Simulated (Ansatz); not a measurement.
# LiCl (wurtzite type): the dielectric function from several functionals

How does LiCl (wurtzite type) absorb light if electrons and holes don't interact? The runs, in order: HSE06 for the gap; optics with PBE on 6×6×4; optics with r2SCAN on 6×6×4; optics with PBE and scissors to the HSE06 gap on 6×6×4.

Method: plane waves, PAW; no local fields, no excitons, in Ansatz 0.2.0.

## Step 1: The structure to begin with

The structure is hexagonal, space group P6_3mc (No. 186). The conventional cell has a = 3.894 Å, b = 3.894 Å, c = 6.224 Å, α = 90.00°, β = 90.00°, γ = 120.00°. Li (site symmetry 3m) has 4 Cl at 2.37 Å in its first shell of neighbours. Cl (site symmetry 3m) is surrounded by 4 Li at 2.37 Å.

Coordinates:

```
Li Cl
1.0
     3.89418    0.00000    0.00000
    -1.94709    3.37246    0.00000
     0.00000    0.00000    6.22446
Li Cl
2 2
Direct
  0.33333 0.66667 0.99687
  0.66667 0.33333 0.49687
  0.33333 0.66667 0.37813
  0.66667 0.33333 0.87813
```

Cell and atoms come from an earlier r2SCAN relaxation.

## Step 2: HSE06 levels at special points

Contents of input.yaml:

```yaml
crystal:
  lattice:
    - [3.894184079, 0.0, 0.0]
    - [-1.9470920395, 3.3724623394, 0.0]
    - [0.0, 0.0, 6.2244574429]
  atoms:
    - { symbol: Li, position: [0.3333333333, 0.6666666667, -0.003127071] }
    - { symbol: Li, position: [0.6666666667, 0.3333333333, 0.496872929] }
    - { symbol: Cl, position: [0.3333333333, 0.6666666667, 0.378127071] }
    - { symbol: Cl, position: [0.6666666667, 0.3333333333, 0.878127071] }
kpoints:
  mp_grid: { grid: [6, 6, 2] }
  band_path:
    path:
      - [0.0, 0.0, 0.0]
      - [0.5, 0.0, 0.0]
      - [0.3333333333, 0.3333333333, 0.0]
      - [0.0, 0.0, 0.5]
      - [0.5, 0.0, 0.5]
      - [0.3333333333, 0.3333333333, 0.5]
    npoints: 1
hamiltonian:
  xc: hse06
scf:
  occupations: { method: fixed }
  n_extra_bands: 5
output:
  forces: true
  stress: true
  eigenvalues: true
```

The run is started by

```console
ansatz run input.yaml --threads 4 --pin off --max-ram 3686MiB --backend cpu --events-out ev --progress --plain --runs-dir out
```

After this run come: Optics, PBE; Optics, r2SCAN; Optics, PBE with a scissors shift.

Q: Predict the results of all the runs planned. Wanted: ε∞, PBE; ε∞, r2SCAN; tallest peak of ε₂, PBE; tallest peak of ε₂, r2SCAN; HSE06 direct gap.

**Answer**, as computed:

```
                                  quantity                     value
                                   ε∞, PBE  2.73 (xx, yy), 2.75 (zz)
                                ε∞, r2SCAN  2.58 (xx, yy), 2.59 (zz)
                ε∞, PBE + 1.33 eV scissors  2.53 (xx, yy), 2.55 (zz)
                   tallest peak of ε₂, PBE           7.1 at 10.70 eV
                tallest peak of ε₂, r2SCAN           6.0 at 11.50 eV
tallest peak of ε₂, PBE + 1.33 eV scissors           7.1 at 12.05 eV
                          HSE06 direct gap                   7.35 eV
```

**Reading.** From PBE to PBE + 1.33 eV scissors the direct gap grows from 6.02 to 7.35 eV, and ε∞ goes from 2.74 to 2.54 (mean of the axes): a wider gap screens less. The response is anisotropic: with PBE ε∞ is 2.73 (xx, yy), 2.75 (zz). Local fields and excitons are left out: both change ε∞, and without excitons the onset lacks its lines.
